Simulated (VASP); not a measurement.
Write the native input for VASP 6.6.1 that does the following.

```yaml
Task: single point
Functional: LDA
Potentials_or_basis: VASP PAW LDA potentials, release 64 (Ti_sv, Al)
Cutoff: 520 eV
k_mesh: 9 × 9 × 4
Occupations: gaussian, width 0.1 eV
Spin: no spin polarisation
Dipole_correction: no
Further_INCAR_settings: ALGO = Normal; EDIFF = 1e-06; NBANDS = 14
```

The structure of TiAl lies in POSCAR:

```
TiAl
1.0
    2.8672622327      0.0000000000      0.0000000000
   -1.4336311163      2.4831219328      0.0000000000
    0.0000000000      0.0000000000      4.6780830000
Ti Al
1 1
Direct
    0.0000000000      0.0000000000      0.0000000000
    0.3333333300      0.6666666700      0.5000000000
```

The cell comes from a database or a generator and needn't be the stable form of this composition.

One way to write it, as run:

INCAR

```
SYSTEM = TiAl
PREC     = Accurate       ! precision mode
ENCUT    = 520            ! plane-wave cutoff, eV
EDIFF    = 1E-6           ! SCF threshold, eV
ISMEAR   = 0              ! smearing method
SIGMA    = 0.1            ! smearing width, eV
LREAL    = .False.        ! projectors in reciprocal space
LASPH    = .True.         ! aspherical terms in the spheres
NELM     = 100            ! most SCF steps
ALGO     = Normal         ! electronic algorithm
ISIF     = 2              ! what is computed and relaxed
LWAVE    = .False.        ! write WAVECAR
LCHARG   = .False.        ! write CHGCAR
NBANDS   = 14             ! bands
```

KPOINTS

```
Automatic mesh
0
Gamma
  9 9 4
  0 0 0
```

Potentials or basis: VASP PAW LDA potentials, release 64 (Ti_sv, Al).

Command:

```sh
$ cat potpaw_LDA.64/Ti_sv/POTCAR potpaw_LDA.64/Al/POTCAR > POTCAR
$ mpirun -np 1 vasp_std > vasp.out
```

Results of the run:

```json
{
 "Pressure": "-6.0 GPa",
 "Band gap on the k mesh": "none (metal or under the smearing width)"
}
```

Run time: 7.7 s on 1 thread of Intel(R) Xeon(R) 6975P-C (Granite Rapids) (shared host), peak memory 0.13 GiB.
